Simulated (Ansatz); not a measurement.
**WC under changes of volume**

One of the cells (10.542 Å³/atom); the others are scaled copies at fixed shape and fractional positions:

```xyz
2
Lattice="0.0000 2.1927 2.1927 2.1927 0.0000 2.1927 2.1927 2.1927 0.0000" Properties=species:S:1:pos:R:3 pbc="T T T"
W     0.0000    0.0000    0.0000
C     2.1927    2.1927    2.1927
```

Measurements of this composition are mostly on another form, of space group No. 187.

| Property | Result |
| --- | --- |
| Program | Ansatz 0.2.0 |
| Functional | LDA |
| Potentials or basis | all-electron LAPW, scalar-relativistic |
| Cutoff | 337 eV (chosen from the basis error) |
| Basis error allowed | 0.001 eV/atom |
| k mesh | 10 × 10 × 10 |
| Occupations | fermi-dirac, width 0.05 eV |
| Spin | no spin polarisation |

```csv
volume (Å³/atom),energy over the lowest point (meV/atom),pressure (GPa)
9.910,?,?
10.120,0.00,-1.2
10.331,6.87,-9.1
10.542,23.55,-16.1
10.753,49.01,-22.4
10.964,82.32,-28.1
11.175,122.67,-33.1
```

**Question.** What does the run at 9.910 Å³/atom give?

**Answer.** Energy over the lowest point 4.07 meV/atom; pressure 7.6 GPa.

Worked out: A Birch-Murnaghan fit of order 3 (a polynomial in V^(-2/3)) to the other rows has its minimum at 10.09 Å³/atom, just outside them, with B0 = V·E''(V) = 404 GPa and B' = 4.3. It gives 4.04 meV/atom at 9.910 Å³/atom, against the run's 4.07, and -dE/dV = 7.5 GPa, against 7.6.

Energies are extrapolated to zero smearing.
